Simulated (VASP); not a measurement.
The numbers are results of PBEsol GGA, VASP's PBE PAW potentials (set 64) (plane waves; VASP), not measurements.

Input for VASP

POSCAR:
```
CsBr
1
    4.2499096751    -0.0000000000     0.0000000000
    0.0000000000     4.2499096751     0.0000000000
    0.0000000000     0.0000000000     4.2499096751
Cs Br
1 1
Direct
  0.0000000000   0.0000000000   0.0000000000
  0.5000000000   0.5000000000   0.5000000000
```

File KPOINTS:
```
Automatic mesh
0
gamma
  6 6 6
```

### INCAR
```
SYSTEM = CsBr
PREC = Accurate
ENCUT = 480
EDIFF = 1E-6
NELM = 100
ALGO = Normal
LREAL = .FALSE.
LASPH = .TRUE.
ISMEAR = 0
SIGMA = 0.05
GGA = PS
LMAXMIX = 4
LWAVE = .FALSE.
LCHARG = .FALSE.
IBRION = 2
ISIF = 3
NSW = 60
EDIFFG = -0.01
```

POTCAR, in this order: Cs_sv Br (PBE.64 set). Program: vasp_std.

The resulting files:

### OUTCAR
```
 ion  position               nearest neighbor table
   1  0.000  0.000  0.000-
   2  0.500  0.500  0.500-
  LATTYP: Found a simple cubic cell.
 ALAT       =     4.2499096751
 Subroutine PRICEL returns:
 Original cell was already a primitive cell.
 Subroutine GETGRP returns: Found 48 space group operations
The static configuration has the point symmetry O_h .
The dynamic configuration has the point symmetry O_h .
 Subroutine INISYM returns: Found 48 space group operations
 Subroutine IBZKPT returns following result:
 Found     20 irreducible k-points:

 Following reciprocal coordinates:
            Coordinates               Weight
  0.000000  0.000000  0.000000      1.000000
  0.166667  0.000000  0.000000      6.000000
  0.333333  0.000000  0.000000      6.000000
  0.500000  0.000000  0.000000      3.000000
  0.166667  0.166667  0.000000     12.000000
  0.333333  0.166667  0.000000     24.000000
  0.500000  0.166667  0.000000     12.000000
  0.333333  0.333333  0.000000     12.000000
  0.500000  0.333333  0.000000     12.000000
  0.500000  0.500000  0.000000      3.000000
  0.166667  0.166667  0.166667      8.000000
  0.333333  0.166667  0.166667     24.000000
  0.500000  0.166667  0.166667     12.000000
  0.333333  0.333333  0.166667     24.000000
  0.500000  0.333333  0.166667     24.000000
  0.500000  0.500000  0.166667      6.000000
  0.333333  0.333333  0.333333      8.000000
  0.500000  0.333333  0.333333     12.000000
  0.500000  0.500000  0.333333      6.000000
  0.500000  0.500000  0.500000      1.000000
   k-points           NKPTS =     20   k-points in BZ     NKDIM =     20   number of bands    NBANDS=     12
   number of dos      NEDOS =    301   number of ions     NIONS =      2
   total plane-waves  NPLWV =  27000
   dimension x,y,z NGX =    30 NGY =   30 NGZ =   30
...
```

File OSZICAR:
```
       N       E                     dE             d eps       ncg     rms          rms(c)
DAV:   1     0.903602990307E+02    0.90360E+02   -0.63694E+03   480   0.106E+03
DAV:   2    -0.317204721877E-01   -0.90392E+02   -0.84699E+02   772   0.172E+02
DAV:   3    -0.652643925765E+01   -0.64947E+01   -0.64732E+01   588   0.531E+01
DAV:   4    -0.658751104635E+01   -0.61072E-01   -0.61048E-01   564   0.611E+00
DAV:   5    -0.658800623917E+01   -0.49519E-03   -0.49511E-03   600   0.540E-01    0.170E+00
DAV:   6    -0.638126574486E+01    0.20674E+00   -0.31341E-01   528   0.294E+00    0.973E-01
DAV:   7    -0.634612194234E+01    0.35144E-01   -0.15128E-01   612   0.206E+00    0.511E-01
DAV:   8    -0.634695814951E+01   -0.83621E-03   -0.91939E-03   556   0.679E-01    0.825E-02
DAV:   9    -0.634716743906E+01   -0.20929E-03   -0.15594E-03   596   0.248E-01    0.636E-02
DAV:  10    -0.634719494883E+01   -0.27510E-04   -0.95157E-05   536   0.772E-02    0.148E-02
DAV:  11    -0.634719971709E+01   -0.47683E-05   -0.34788E-05   568   0.355E-02    0.478E-03
DAV:  12    -0.634719923288E+01    0.48421E-06   -0.60002E-06   568   0.156E-02
   1 F= -.63471992E+01 E0= -.63471992E+01  d E =-.634720E+01
```

**OUTCAR**
```
------------------------ aborting loop because EDIFF is reached ----------------------------------------
  FORCE on cell =-STRESS in cart. coord.  units (eV):
  Direction    XX          YY          ZZ          XY          YZ          ZX
  --------------------------------------------------------------------------------------
  Total       -0.0134544     -0.0134544     -0.0134544      0.0000000     -0.0000000      0.0000000
  in kB       -0.2808260     -0.2808260     -0.2808260      0.0000000     -0.0000000      0.0000000
  external PRESSURE =      -0.2808260 kB  Pullay stress =       0.0000000 kB
  volume of cell :       76.76
      direct lattice vectors                 reciprocal lattice vectors
     4.249909675  0.000000000  0.000000000     0.235299118  0.000000000  0.000000000
     0.000000000  4.249909675  0.000000000     0.000000000  0.235299118  0.000000000
     0.000000000  0.000000000  4.249909675     0.000000000  0.000000000  0.235299118
 POSITION                                       TOTAL-FORCE (eV/Angst)
 -----------------------------------------------------------------------------------
      0.00000      0.00000      0.00000         0.000000      0.000000      0.000000
      2.12495      2.12495      2.12495         0.000000      0.000000      0.000000
 -----------------------------------------------------------------------------------
    total drift:                                0.000000      0.000000     -0.000000
  FREE ENERGIE OF THE ION-ELECTRON SYSTEM (eV)
  ---------------------------------------------------
  free  energy   TOTEN  =        -6.3471992329 eV

  energy  without entropy=       -6.3471992329  energy(sigma->0) =       -6.34719923

 reached required accuracy - stopping structural energy minimisation
```
(Selected blocks of OUTCAR.)

The compound is CsBr in the CsCl type structure. It was relaxed first. The start is the result of an earlier pass.
